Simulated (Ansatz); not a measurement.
Input of an Ansatz 0.2.0 run:

The input input.yaml:

```yaml
crystal:
  lattice:
    - [3.8313174605, 0.0, 0.0]
    - [-1.9156587303, 3.3180182508, 0.0]
    - [0.0, 0.0, 6.3326220002]
  atoms:
    - { symbol: Si, position: [0.6666666667, 0.3333333333, 0.9369905] }
    - { symbol: Si, position: [0.3333333333, 0.6666666667, 0.4369905] }
    - { symbol: Si, position: [0.6666666667, 0.3333333333, 0.5630095] }
    - { symbol: Si, position: [0.3333333333, 0.6666666667, 0.0630095] }
hamiltonian:
  xc: r2scan
  pseudopotentials: { kind: paw }
kpoints:
  mp_grid: { grid: [8, 8, 4] }
  band_path:
    path:
      - [[0.0, 0.0, 0.0], [0.5, 0.0, 0.0], [0.3333333333, 0.3333333333, 0.0], [0.0, 0.0, 0.0], [0.0, 0.0, 0.5], [0.5, 0.0, 0.5], [0.3333333333, 0.3333333333, 0.5], [0.0, 0.0, 0.5]]
      - [[0.5, 0.0, 0.5], [0.5, 0.0, 0.0]]
      - [[0.3333333333, 0.3333333333, 0.0], [0.3333333333, 0.3333333333, 0.5]]
    npoints: 14
scf:
  occupations: { method: fermi_dirac, width: 0.05 }
  n_extra_bands: 10
output:
  forces: true
  stress: true
  eigenvalues: true
  fatbands: false
```

Potentials or basis: Ansatz PAW.

Launch:

```console
$ ansatz run input.yaml --threads 2 --pin off --max-ram 5632MiB --backend cpu --events-out ev --progress --plain --runs-dir out
```

(1) What does it give for the largest force?

(2) Estimate the band gap on the k mesh.

## Answers

(1) 0.004 eV/Å.

(2) 0.60 eV, indirect (least direct gap 1.36 eV).

Caveat: the PAW data sets come from PBE, with cores solved anew for the run's functional, which leaves a small shift of forces and pressure.
